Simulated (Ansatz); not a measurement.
One atom moved over a plane in Ge

These are results of Ansatz 0.2.0, DFT PBEsol, scalar-relativistic, plane waves, PAW, not measurements. The runs took a 420 eV cutoff, a Γ-centred 12×12×8 mesh and Gaussian smearing (0.15 eV). No spin polarisation. Energies are free energies at this smearing, counted from the undisturbed cell; pressure is positive in compression.

Zero of the scan (relaxed at this level; this form isn't the usual structure):

```
Ge
1.0
     3.79705    0.00000    0.00000
    -1.89853    3.28834    0.00000
     0.00000    0.00000    6.24934
Ge
4
Direct
  0.00000 0.00000 0.07115
  0.00000 0.00000 0.57115
  0.33333 0.66667 0.82115
  0.66667 0.33333 0.32115
```

Atom 3 (Ge) is moved by p along (1.000, 0.000, 0.000) and q along (0.000, 0.000, 1.000) (Å), all else fixed. Points are written (p, q).

Energy above the undisturbed cell in eV/cell (a dash: not computed):

```
 p \ q  -0.300  -0.150  0.000  0.150  0.300
-0.300    0.41    0.24   0.18   0.24   0.41
-0.150    0.22    0.09   0.05   0.09   0.22
 0.000    0.16    0.04   0.00   0.04   0.16
 0.150    0.22    0.09   0.05   0.09   0.22
 0.300    0.41    0.24   0.18   0.24   0.41
```

Pressure in GPa:

| p \ q | -0.300 | -0.150 | 0.000 | 0.150 | 0.300 |
| --- | --- | --- | --- | --- | --- |
| -0.300 | 2.8 | 1.6 | 1.2 | 1.6 | 2.8 |
| -0.150 | 1.8 | 0.6 | 0.3 | 0.6 | 1.8 |
| 0.000 | 1.4 | 0.3 | 0.0 | 0.3 | 1.4 |
| 0.150 | 1.8 | 0.6 | 0.3 | 0.6 | 1.8 |
| 0.300 | 2.8 | 1.6 | 1.2 | 1.6 | 2.8 |

Cost: 9 runs of about 7.7 core-minutes in all, on Intel Xeon Platinum 8488C (Sapphire Rapids) (shared hosts).